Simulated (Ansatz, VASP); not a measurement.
## WSe2: VASP beside Ansatz

INCAR

```
SYSTEM = WSe2
PREC     = Accurate       ! precision mode
ENCUT    = 520            ! plane-wave cutoff, eV
EDIFF    = 1E-6           ! SCF threshold, eV
ISMEAR   = 0              ! smearing method
SIGMA    = 0.05           ! smearing width, eV
LREAL    = .FALSE.        ! projectors in reciprocal space
LASPH    = .TRUE.         ! aspherical terms in the spheres
NELM     = 80             ! most SCF steps
ALGO     = Normal         ! electronic algorithm
ISIF     = 2              ! what is computed and relaxed
LWAVE    = .FALSE.        ! write WAVECAR
LCHARG   = .FALSE.        ! write CHGCAR
GGA      = PS             ! functional
IVDW     = 12             ! dispersion correction
NBANDS   = 20             ! bands
```

The input KPOINTS:

```
regular mesh
0
G
  12 12 2
  0 0 0
```

File POSCAR:

```
WSe2
1.0
    3.0400945843      0.0000000000      0.0000000000
   -1.5200472922      2.6327991399      0.0000000000
    0.0000000000      0.0000000000     19.8421535289
W Se
1 2
Direct
    0.0000000000      0.0000000000      0.0000000000
    0.3333333333      0.6666666667      0.0997865200
    0.3333333333      0.6666666667      0.9002134800
```

Input for Ansatz:

```yaml
crystal:
  lattice:
    - [3.0400945843, 0.0, 0.0]
    - [-1.5200472922, 2.6327991399, 0.0]
    - [0.0, 0.0, 19.8421535289]
  atoms:
    - { symbol: W, position: [0.0, 0.0, 0.0] }
    - { symbol: Se, position: [0.3333333333, 0.6666666667, 0.09978652] }
    - { symbol: Se, position: [0.3333333333, 0.6666666667, 0.90021348] }
basis:
  ecutwfc: 420
kpoints:
  mp_grid: { grid: [12, 12, 2] }
hamiltonian:
  xc: pbesol
  dispersion: d3bj
scf:
  occupations: { method: gaussian, width: 0.05 }
output:
  forces: true
  stress: true
  eigenvalues: true
```

Alike in both runs: task single point; functional PBEsol; dispersion D3(BJ); k mesh 12 × 12 × 2; occupations gaussian, width 0.05 eV; no spin polarisation.

|  | VASP | Ansatz |
| --- | --- | --- |
| version | VASP 6.6.1 | Ansatz 0.2.0 |
| potentials or method | VASP PAW PBE potentials, release 64 (W_sv, Se) | scalar-relativistic, plane waves, PAW |
| plane-wave cutoff (eV) | 520 | 420 |
| valence electrons in the cell | 26 | 46 |

```tsv
	VASP	Ansatz	Ansatz less VASP
gap on the k mesh at the Fermi level (eV)	none	none	-
rms of the force components (eV/Å)	1.348	1.367	+0.0186
```

Atom by atom the forces differ by 0.019 eV/Å (rms over components). A gap of «none» marks a metal or a gap that the smearing closes. The two sets of potentials don't hold the same shells in valence.

Caveats: the PAW data sets were made with another functional, which shifts forces and pressure a little (VASP). The runs have no spin-orbit coupling, so splittings on W are missing.
